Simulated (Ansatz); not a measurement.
Take CoPt (space group P4/mmm, No. 123; ferromagnetic) as the base.

```cif
data_CoPt
_chemical_formula_sum 'Co1 Pt1'
_space_group_name_H-M_alt 'P 1'
_space_group_IT_number 1
_cell_length_a 2.69483
_cell_length_b 2.69483
_cell_length_c 3.72423
_cell_angle_alpha 90.000
_cell_angle_beta 90.000
_cell_angle_gamma 90.000
loop_
_space_group_symop_operation_xyz
  'x, y, z'
loop_
_atom_site_label
_atom_site_type_symbol
_atom_site_fract_x
_atom_site_fract_y
_atom_site_fract_z
_atom_site_occupancy
Co1 Co 0.50000 0.50000 0.50000 1
Pt1 Pt 0.00000 0.00000 0.00000 1
```

Computed with PBE (Ansatz, a quantum-chemistry and plane-wave program, PAW, spin-orbit coupling left out).

Base values:

The volume per atom comes out as 13.52 Å³.

It is then changed as follows: hydrostatic tension (pressure −2 GPa).

Question: What happens to the volume per atom?

Answer: The volume per atom increases by 0.13 Å³ (13.52 Å³ → 13.65 Å³).

The magnetic state is the one reached from the starting moments; the real material's order can differ, and small cells can't hold many antiferromagnetic ones. Load acts through the strain it causes; cell and atoms are relaxed under it. Stability against distortions was not tested.
